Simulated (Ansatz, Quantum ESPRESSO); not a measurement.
# NaH (Fm-3m): phonons by linear response

How does NaH (Fm-3m) vibrate, and is this structure a minimum?

Main program and level: Quantum ESPRESSO 7.5; DFT PBE, scalar-relativistic, plane waves, SSSP efficiency pseudopotentials.

**1. Starting point**

It takes space group Fm-3m (No. 225, cubic). Conventional cell: a = 4.880 Å, b = 4.880 Å, c = 4.880 Å, α = 90.00°, β = 90.00°, γ = 90.00°. Na has 6 H at 2.44 Å nearest. Nearest to H lie 6 Na at 2.44 Å. Farther neighbours are not listed.

**2. A first look**

A cheap run with smearing and empty bands tells whether the crystal has a gap, which decides between fixed occupations and smearing later on.

probe.in

```
&CONTROL
  calculation = 'scf'
  prefix      = 'x'
  outdir      = './tmp'
  pseudo_dir  = './pseudo'
  tprnfor     = .true.
  tstress     = .true.
  verbosity   = 'high'
/
&SYSTEM
  ibrav       = 2
  celldm(1)   = 9.22186349
  nat         = 2
  ntyp        = 2
  ecutwfc     = 60.0
  ecutrho     = 480.0
  occupations = 'smearing'
  smearing    = 'gaussian'
  degauss     = 0.01
/
&ELECTRONS
  conv_thr         = 1.0d-07
  mixing_beta      = 0.7
  electron_maxstep = 100
/
ATOMIC_SPECIES
 Na     22.9898  Na.upf
 H       1.0080  H.upf
ATOMIC_POSITIONS crystal
 Na     0.000000000   0.000000000   0.000000000
 H      0.500000000   0.500000000   0.500000000
K_POINTS automatic
 6 6 6 0 0 0
```

Run with:

```bash
$ OMP_NUM_THREADS=1 mpirun -n 4 pw.x -nk 4 -in probe.in > probe.out
```

The log of the run:

```text
[banners, grids, parts of the stress and lines that vanish by symmetry left out]
Program PWSCF v.7.5
     bravais-lattice index     =            2
     lattice parameter (alat)  =       9.2219  a.u.
[...]
kinetic-energy cutoff     =      60.0000  Ry
     charge density cutoff     =     480.0000  Ry
     scf convergence threshold =      1.0E-07
[...]
Exchange-correlation= PBE
                           (   1   4   3   4   0   0   0)
[...]
48 Sym. Ops., with inversion, found
[...]
(     0          1          0      )
                  (     0          0          1      )
[...]
(  0.0000000  1.0000000  0.0000000 )
                  (  0.0000000  0.0000000  1.0000000 )
[...]
(     1          0         -1      )
                  (     0          0         -1      )
[...]
(  0.0000000 -1.0000000  0.0000000 )
[...]
(     0          1         -1      )
                  (     0          1          0      )
[...]
( -1.0000000  0.0000000  0.0000000 )
                  (  0.0000000  1.0000000  0.0000000 )
[...]
number of k points=    16  Gaussian smearing, width (Ry)=  0.0100
[...]
End of self-consistent calculation
[...]
the Fermi energy is     2.2802 ev
!    total energy              =     -96.54066595 Ry
[...]
convergence has been achieved in   5 iterations
[...]
atom    1 type  1   force =    -0.00000000   -0.00000000   -0.00000000
     atom    2 type  2   force =    -0.00000000   -0.00000000    0.00000000
[...]
Total force =     0.000000     Total SCF correction =     0.000000
[...]
total   stress  (Ry/bohr**3)                   (kbar)     P=       -4.60
[...]
XML data file, charge density, pseudopotentials, collected wavefunctions

   JOB DONE.
```

The job ended after 1.9 s (4 MPI ranks of AMD EPYC 9R45, shared host).

Read from the output:

| Quantity | Value |
| --- | --- |
| volume per atom | 14.53 Å³ |
| pressure | -0.4600 GPa |
| gap on the k-mesh | 3.756 eV |

A gap of 3.8 eV opens on this mesh, so the crystal is taken as an insulator; the start stands at -0.46 GPa.

**3. Relaxation**

Frequencies change by per cents with a per cent of volume, so the structure is first brought to rest at this level of theory.

relax.in

```
&CONTROL
  calculation   = 'vc-relax'
  prefix        = 'x'
  outdir        = './tmp'
  pseudo_dir    = './pseudo'
  tprnfor       = .true.
  tstress       = .true.
  forc_conv_thr = 2.0d-05
  etot_conv_thr = 1.0d-07
  nstep         = 40
/
&SYSTEM
  ibrav       = 2
  celldm(1)   = 9.22186349
  nat         = 2
  ntyp        = 2
  ecutwfc     = 60.0
  ecutrho     = 480.0
  occupations = 'fixed'
  nbnd        = 7
/
&ELECTRONS
  conv_thr         = 1.0d-11
  mixing_beta      = 0.7
  electron_maxstep = 100
/
&IONS
/
&CELL
  press_conv_thr = 0.1
/
ATOMIC_SPECIES
 Na     22.9898  Na.upf
 H       1.0080  H.upf
ATOMIC_POSITIONS crystal
 Na     0.000000000   0.000000000   0.000000000
 H      0.500000000   0.500000000   0.500000000
K_POINTS automatic
 8 8 8 0 0 0
```

Run with:

```bash
$ OMP_NUM_THREADS=1 mpirun -n 4 pw.x -nk 4 -in relax.in > relax.out
```

The log of the run:

```text
[banners, grids, parts of the stress and lines that vanish by symmetry left out]
[banner, memory and clock lines left out]
Program PWSCF v.7.5

[...]
kinetic-energy cutoff     =      60.0000  Ry
     charge density cutoff     =     480.0000  Ry
     scf convergence threshold =      1.0E-11
[...]
energy convergence thresh.=      1.0E-07
     force convergence thresh. =      2.0E-05
     press convergence thresh. =      1.0E-01
     Exchange-correlation= PBE
                           (   1   4   3   4   0   0   0)
[...]
48 Sym. Ops., with inversion, found
[...]
number of k points=    29
[...]
End of self-consistent calculation
[...]
highest occupied, lowest unoccupied level (ev):     0.4922    4.2052
!    total energy              =     -96.54066446 Ry
[...]
convergence has been achieved in   8 iterations
[...]
atom    1 type  1   force =    -0.00000000    0.00000000    0.00000000
     atom    2 type  2   force =     0.00000000    0.00000000    0.00000000
     Total force =     0.000000     Total SCF correction =     0.000000
[...]
total   stress  (Ry/bohr**3)                   (kbar)     P=       -5.75
[...]
number of bfgs steps    =   0
[...]
CELL_PARAMETERS (alat=  9.22186349)
[...]
ATOMIC_POSITIONS (crystal)
Na               0.0000000000       -0.0000000000        0.0000000000
H                0.5000000000        0.5000000000        0.5000000000
[...]
New effective cutoffs (rho, wfc):  480.01   60.09
[...]
End of self-consistent calculation
[...]
highest occupied, lowest unoccupied level (ev):     0.5062    4.2240
!    total energy              =     -96.54068580 Ry
[...]
convergence has been achieved in   5 iterations
[...]
atom    1 type  1   force =     0.00000000    0.00000000    0.00000000
     atom    2 type  2   force =     0.00000000    0.00000000    0.00000000
     Total force =     0.000000     Total SCF correction =     0.000000
[...]
total   stress  (Ry/bohr**3)                   (kbar)     P=       -5.15
[...]
number of bfgs steps    =   1
[...]
WARNING: bfgs curvature condition failed, Theta= 0.895
[...]
CELL_PARAMETERS (alat=  9.22186349)
[...]
ATOMIC_POSITIONS (crystal)
Na               0.0000000000       -0.0000000000        0.0000000000
H                0.5000000000        0.5000000000        0.5000000000
[...]
New effective cutoffs (rho, wfc):  481.42   60.27
[...]
End of self-consistent calculation
[...]
highest occupied, lowest unoccupied level (ev):     0.5272    4.2523
!    total energy              =     -96.54071318 Ry
[...]
convergence has been achieved in   7 iterations
[...]
atom    1 type  1   force =     0.00000000   -0.00000000   -0.00000000
     atom    2 type  2   force =    -0.00000000    0.00000000    0.00000000
     Total force =     0.000000     Total SCF correction =     0.000000
[...]
total   stress  (Ry/bohr**3)                   (kbar)     P=       -4.21
[...]
number of bfgs steps    =   2
[...]
CELL_PARAMETERS (alat=  9.22186349)
[...]
ATOMIC_POSITIONS (crystal)
[...]
New effective cutoffs (rho, wfc):  483.56   60.53
[...]
End of self-consistent calculation
[...]
total   stress  (Ry/bohr**3)                   (kbar)     P=       -2.78
[...]
number of bfgs steps    =   3
[...]
CELL_PARAMETERS (alat=  9.22186349)
[...]
ATOMIC_POSITIONS (crystal)
[...]
New effective cutoffs (rho, wfc):  486.78   60.94
[...]
End of self-consistent calculation
[...]
highest occupied, lowest unoccupied level (ev):     0.6075    4.3600
!    total energy              =     -96.54076545 Ry
[...]
convergence has been achieved in   8 iterations
[...]
atom    1 type  1   force =    -0.00000000   -0.00000000    0.00000000
     atom    2 type  2   force =    -0.00000000   -0.00000000    0.00000000
     Total force =     0.000000     Total SCF correction =     0.000000
[...]
total   stress  (Ry/bohr**3)                   (kbar)     P=       -0.54
[...]
number of bfgs steps    =   4
[...]
CELL_PARAMETERS (alat=  9.22186349)
[...]
ATOMIC_POSITIONS (crystal)
[...]
New effective cutoffs (rho, wfc):  487.56   61.03
[...]
End of self-consistent calculation
[...]
highest occupied, lowest unoccupied level (ev):     0.6192    4.3757
!    total energy              =     -96.54076628 Ry
[...]
convergence has been achieved in   7 iterations
[...]
atom    1 type  1   force =     0.00000000    0.00000000    0.00000000
     atom    2 type  2   force =     0.00000000    0.00000000    0.00000000
     Total force =     0.000000     Total SCF correction =     0.000000
[...]
total   stress  (Ry/bohr**3)                   (kbar)     P=        0.01
[...]
number of bfgs steps    =   5
[...]
small trust_radius: resetting bfgs history
[...]
CELL_PARAMETERS (alat=  9.22186349)
[...]
ATOMIC_POSITIONS (crystal)
[...]
New effective cutoffs (rho, wfc):  487.56   61.03
[...]
End of self-consistent calculation
[...]
highest occupied, lowest unoccupied level (ev):     0.6192    4.3757
!    total energy              =     -96.54076628 Ry
[...]
convergence has been achieved in   1 iterations
[...]
atom    1 type  1   force =    -0.00000000   -0.00000000    0.00000000
     atom    2 type  2   force =     0.00000000   -0.00000000    0.00000000
     Total force =     0.000000     Total SCF correction =     0.000000
[...]
total   stress  (Ry/bohr**3)                   (kbar)     P=        0.01
[...]
bfgs converged in   7 scf cycles and   6 bfgs steps
[...]
End of BFGS Geometry Optimization
     Final enthalpy           =     -96.5407662768 Ry
     File ./tmp/x.bfgs deleted, as requested
[...]
CELL_PARAMETERS (alat=  9.22186349)
[...]
ATOMIC_POSITIONS (crystal)
Na              -0.0000000000       -0.0000000000        0.0000000000
H                0.5000000000        0.5000000000        0.5000000000
[...]
Final scf calculation at the relaxed structure.
[...]
kinetic-energy cutoff     =      60.0000  Ry
     charge density cutoff     =     480.0000  Ry
     scf convergence threshold =      1.0E-13
[...]
press convergence thresh. =      1.0E-01
     Exchange-correlation= PBE
                           (   1   4   3   4   0   0   0)
[...]
48 Sym. Ops., with inversion, found
[...]
number of k points=    29
[...]
c_bands:  1 eigenvalues not converged
[...]
End of self-consistent calculation
[...]
highest occupied, lowest unoccupied level (ev):     0.6192    4.3757
!    total energy              =     -96.54076042 Ry
[...]
convergence has been achieved in  10 iterations
[...]
atom    1 type  1   force =     0.00000000    0.00000000    0.00000000
     atom    2 type  2   force =     0.00000000    0.00000000    0.00000000
     Total force =     0.000000     Total SCF correction =     0.000000
[...]
total   stress  (Ry/bohr**3)                   (kbar)     P=        0.05
[...]
XML data file, charge density, pseudopotentials, collected wavefunctions
```

The job ended after 7.4 s (4 MPI ranks).

Relaxation path:

| step | energy less that of the first step (eV) | largest force (eV/Å) | pressure (GPa) | volume (Å³) |
| --- | --- | --- | --- | --- |
| 1 | 0.0000 | 0.0000 | -0.57 | 29.05 |
| 2 | -0.0003 | 0.0000 | -0.52 | 28.97 |
| 3 | -0.0007 | 0.0000 | -0.42 | 28.84 |
| 4 | -0.0011 | 0.0000 | -0.28 | 28.65 |
| 5 | -0.0014 | 0.0000 | -0.05 | 28.37 |
| 6 | -0.0014 | 0.0000 | 0.00 | 28.30 |
| 7 | -0.0014 | 0.0000 | 0.00 | 28.30 |
| 8 | -0.0013 | 0.0000 | 0.01 | 28.30 |

| conventional cell, symmetrised | before | after | change |
| --- | --- | --- | --- |
| a (Å) | 4.880 | 4.837 | -0.9 % |
| b (Å) | 4.880 | 4.837 | -0.9 % |
| c (Å) | 4.880 | 4.837 | -0.9 % |
| volume (Å³/atom) | 14.53 | 14.15 | -2.6 % |

The relaxed structure:

```
Na H
1.0
    -2.41868    0.00000    2.41868
     0.00000    2.41868    2.41868
    -2.41868    2.41868    0.00000
Na H
1 1
Direct
  0.00000 0.00000 0.00000
  0.50000 0.50000 0.50000
```

The last row of the table of steps is pw.x's closing run on a basis chosen anew for the final cell, so its energy can jump.

This step gave:

| Quantity | Value |
| --- | --- |
| volume per atom | 14.15 Å³ |
| pressure | 0.005 GPa |

The volume changes by -2.6 % from the cell with which this run began.

**4. Ground state**

The response is built on this ground state, so it is converged far tighter than an energy would need. With a gap, occupations are fixed, which also allows the response to an electric field.

scf.in

```
&CONTROL
  calculation = 'scf'
  prefix      = 'x'
  outdir      = './tmp'
  pseudo_dir  = './pseudo'
  tprnfor     = .true.
  tstress     = .true.
/
&SYSTEM
  ibrav       = 2
  celldm(1)   = 9.14128903
  nat         = 2
  ntyp        = 2
  ecutwfc     = 60.0
  ecutrho     = 480.0
  occupations = 'fixed'
  nbnd        = 7
/
&ELECTRONS
  conv_thr         = 1.0d-12
  mixing_beta      = 0.7
  electron_maxstep = 100
/
ATOMIC_SPECIES
 Na     22.9898  Na.upf
 H       1.0080  H.upf
ATOMIC_POSITIONS crystal
 Na     0.000000000   0.000000000   0.000000000
 H      0.500000000   0.500000000   0.500000000
K_POINTS automatic
 8 8 8 0 0 0
```

Run with:

```bash
$ OMP_NUM_THREADS=1 mpirun -n 4 pw.x -nk 4 -in scf.in > scf.out
```

The log of the run:

```text
[banners, grids, parts of the stress and lines that vanish by symmetry left out]
[banner, memory and clock lines left out]
Program PWSCF v.7.5

[...]
kinetic-energy cutoff     =      60.0000  Ry
     charge density cutoff     =     480.0000  Ry
     scf convergence threshold =      1.0E-12
[...]
Exchange-correlation= PBE
                           (   1   4   3   4   0   0   0)
[...]
48 Sym. Ops., with inversion, found
[...]
number of k points=    29
[...]
End of self-consistent calculation
[...]
highest occupied, lowest unoccupied level (ev):     0.6192    4.3757
!    total energy              =     -96.54076042 Ry
[...]
convergence has been achieved in   9 iterations
[...]
atom    1 type  1   force =     0.00000000    0.00000000   -0.00000000
     atom    2 type  2   force =     0.00000000    0.00000000    0.00000000
     Total force =     0.000000     Total SCF correction =     0.000000
[...]
total   stress  (Ry/bohr**3)                   (kbar)     P=        0.04
[...]
XML data file, charge density, pseudopotentials, collected wavefunctions
```

The job ended after 2.1 s (4 MPI ranks).

Read from the output:

```yaml
pressure: 0.004 GPa
```

The cell stands at 0.004 GPa, close enough for phonons.

[end of part 1 of 4]

[Host names and launcher messages were left out of these logs when they were recorded.]

[Logs are printed without paths, hosts, clocks, repeated set-up lines and the standing remarks that a program may print on its own settings, such as how far it seeks lower states.]

[Hosts, paths, dates, database ids (printed as entryN), source tags and the programs' standing remarks are cut or masked in the printed files.]
